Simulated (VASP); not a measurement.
Wanted: the native input for a VASP 6.6.1 run.

```yaml
Task: relaxation of cell and atoms
Functional: r2SCAN
Dispersion: D4
Potentials_or_basis: VASP PAW PBE potentials, release 64 (H, Pb_d)
Cutoff: 600 eV
k_mesh: 9 × 9 × 5
Occupations: gaussian, width 0.05 eV
Spin: no spin polarisation
Further_INCAR_settings: ALGO = Normal; EDIFF = 1e-07; IBRION = 2; EDIFFG = -0.005; NSW = 60; ISIF = 3
```

The structure of H2Pb lies in POSCAR:

```
H2Pb
1.0
    3.4269271100      0.0000000000      0.0000000000
   -1.7134635600      2.9678059400      0.0000000000
    0.0000000000      0.0000000000      5.5570747600
H Pb
2 1
Direct
    0.3333333300      0.6666666700      0.0000000000
    0.6666666700      0.3333333300      0.5000000000
    0.6666666700      0.3333333300      0.0000000000
```

The cell was built by a generator and needn't be a form met in nature.

The input as run:

INCAR

```
  PREC = Accurate
  ENCUT = 600
  EDIFF = 1E-7
  ISMEAR = 0
  SIGMA = 0.05
  LREAL = False
  LASPH = True
  NELM = 100
  ALGO = Normal
  ISIF = 3
  LWAVE = False
  LCHARG = False
  METAGGA = R2SCAN
  LMIXTAU = True
  IVDW = 13
  VDW_S6 = 1.0
  VDW_S8 = 0.6018749
  VDW_A1 = 0.51559235
  VDW_A2 = 5.77342911
  IBRION = 2
  NSW = 60
  EDIFFG = -0.005
```

KPOINTS

```
regular mesh
0
Gamma
  9 9 5
```

Potentials or basis: VASP PAW PBE potentials, release 64 (H, Pb_d).

The run is started by

```bash
$ cat potpaw_PBE.64/H/POTCAR potpaw_PBE.64/Pb_d/POTCAR > POTCAR
$ mpirun -np 1 vasp_std > vasp.out
```

It gave:

```json
{"Relaxed volume": "17.56 Å³/atom", "Relaxed cell": "a = 3.869 Å, b = 3.869 Å, c = 4.065 Å, α = 90.00°, β = 90.00°, γ = 120.00°", "Space group after relaxing (to 0.05 Å)": "P-6m2 (No. 187)", "Energy gained by relaxing": "518.9 meV/atom", "Ionic steps": "14", "Pressure after relaxing": "0.0 GPa", "Band gap on the k mesh": "none (metal or under the smearing width)", "Dispersion energy per atom": "-0.056 eV"}
```

Caveat: the PAW data sets were made with another functional, which shifts forces and pressure a little; pairwise dispersion overbinds metals, which lowers pressure and volume.

Run time: 12 min on 1 thread of Intel(R) Xeon(R) 6975P-C (Granite Rapids), with other jobs on the host, peak memory 0.23 GiB.
